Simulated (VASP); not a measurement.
ZnGe2N2:

```xyz
5
Lattice="3.3000 0.0000 0.0000 -1.6500 2.8579 0.0000 0.0000 0.0000 7.5000" Properties=species:S:1:pos:R:3 pbc="T T T"
Zn    0.0000    0.0000    0.0000
Ge    1.6500    0.9526    1.8975
Ge    0.0000    1.9053    5.6025
N     0.0000    1.9053    1.1025
N     1.6500    0.9526    6.3975
```

The cell was built by a generator and needn't be a form met in nature.

| Quantity | Value |
| --- | --- |
| Program | VASP 6.6.1 |
| Task | relaxation of cell and atoms |
| Functional | PBE |
| Potentials or basis | VASP PAW PBE potentials, release 64 (Zn, Ge_d, N) |
| Cutoff | 520 eV |
| k mesh | 5 × 5 × 2 |
| Occupations | gaussian, width 0.15 eV |
| Spin | no spin polarisation |

At the start: pressure 16.3 GPa; volume 14.15 Å³/atom.

Q: Where does the relaxation end?

A: Over 15 steps the energy falls by 471.4 meV/atom and the volume is 14.28 Å³/atom (+1.0 %); space group P-3m1 (No. 164, to 0.05 Å).

The path:
| step | energy change (eV) | largest force (eV/Å) | pressure (GPa) | volume (Å³) |
| --- | --- | --- | --- | --- |
| 1 | 0.0000 | 3.8464 | 16.32 | 70.73 |
| 2 | -1.0118 | 0.8186 | -11.61 | 86.41 |
| 3 | -1.1635 | 0.7241 | -6.84 | 81.97 |
| 4 | -1.8897 | 1.0452 | -8.17 | 78.97 |
| 5 | -1.9947 | 1.3754 | -8.76 | 77.65 |
| 6 | -2.2444 | 0.6825 | 7.95 | 67.30 |
| 7 | -2.3217 | 0.5975 | 1.54 | 70.42 |
| 8 | -2.3501 | 0.1871 | 0.88 | 71.29 |
| 9 | -2.3515 | 0.3151 | 0.47 | 71.73 |
| 10 | -2.3519 | 0.2200 | 1.60 | 71.61 |
| 11 | -2.3518 | 0.2841 | -0.02 | 71.68 |
| 12 | -2.3519 | 0.2398 | -0.08 | 71.65 |
| 13 | -2.3553 | 0.0334 | -0.57 | 71.77 |
| 14 | -2.3553 | 0.0803 | -0.38 | 71.77 |
| 15 | -2.3571 | 0.0773 | -0.11 | 71.42 |

Final structure:
```cif
data_structure
_symmetry_space_group_name_H-M 'P 1'
_symmetry_Int_Tables_number 1
_cell_length_a 3.0508
_cell_length_b 3.0508
_cell_length_c 8.8610
_cell_angle_alpha 90.000
_cell_angle_beta 90.000
_cell_angle_gamma 120.000
_cell_volume 71.42
loop_
_atom_site_label
_atom_site_type_symbol
_atom_site_fract_x
_atom_site_fract_y
_atom_site_fract_z
_atom_site_occupancy
Zn1 Zn 0.00000 0.00000 0.00000 1
Ge1 Ge 0.66667 0.33333 0.28593 1
Ge2 Ge 0.33333 0.66667 0.71407 1
N1 N 0.33333 0.66667 0.15854 1
N2 N 0.66667 0.33333 0.84146 1
```

Caveat: the k mesh is coarse (spacing up to 0.44 Å⁻¹), so the values aren't converged; the relaxation stopped at a loose force limit of 0.08 eV/Å, so its end isn't a converged minimum.
